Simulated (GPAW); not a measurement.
Runs of GPAW 26.7.0 on Ti. Symmetry: P6/mmm, No. 191, hexagonal system. The conventional cell has a = 4.567 Å, b = 4.567 Å, c = 2.826 Å, α = 90.00°, β = 90.00°, γ = 120.00°. Ti (site symmetry -6m2) has 11 Ti at 2.64 to 2.99 Å as nearest neighbours. Ti (site symmetry 6/mmm) is surrounded by 14 Ti at 2.83 to 2.99 Å. This isn't the form of Ti at room conditions, which is hcp.

```csv
task,level,potentials or basis,cell,k mesh,cutoff (eV),maxiter,optimizer,fmax,max steps,convergence,gap on the mesh (eV),pressure (GPa),relaxed volume (Å³/atom)
relaxation of cell and atoms,PBEsol+D3,"PAW data sets generated in the run's folder for this functional, pw",relaxed,5 × 5 × 7,600,150,BFGS,0.02 eV/Å,60,density=1e-05 forces=0.0001,none,-0.1,(a)
relaxation of cell and atoms,PBEsol+D3(BJ)+ATM,"PAW data sets generated in the run's folder for this functional, pw",relaxed,5 × 5 × 7,600,150,BFGS,0.02 eV/Å,60,density=1e-05 forces=0.0001,none,-0.1,15.74
relaxation of cell and atoms,PBEsol+D3(BJ),"PAW data sets generated in the run's folder for this functional, pw",relaxed,5 × 5 × 7,600,150,BFGS,0.02 eV/Å,60,density=1e-05 forces=0.0001,none,0.0,15.58
single point,r2SCAN,"GPAW PAW data sets (gpaw-data 1.2.1), pw",volume scaled by 0.96,6 × 6 × 8,500,120,-,-,-,default,none,5.5,-
relaxation of cell and atoms,PBEsol+D4,"PAW data sets generated in the run's folder for this functional, pw",relaxed,5 × 5 × 7,600,150,BFGS,0.02 eV/Å,60,density=1e-05 forces=0.0001,none,-0.1,16.27
relaxation of cell and atoms,PBEsol,"PAW data sets generated in the run's folder for this functional, pw",relaxed,5 × 5 × 7,600,150,BFGS,0.02 eV/Å,60,density=1e-05 forces=0.0001,none,-0.1,(b)
```

Alike in all rows: no spin polarisation; smearing fermi-dirac 0.05 eV.

Problem. Estimate the missing entries.

Solution. (a) 15.78; (b) 16.43.

Caveats: later steps reuse the first step's grids (some runs); pairwise dispersion overbinds metals, which lowers pressure and volume (some runs); the cutoff is short for stress and forces, so pressures can be off by a GPa or more (some runs); the PAW data sets were made with another functional, which shifts forces and pressure a little (some runs).

A gap of «none» marks a metal or a gap under the smearing width.
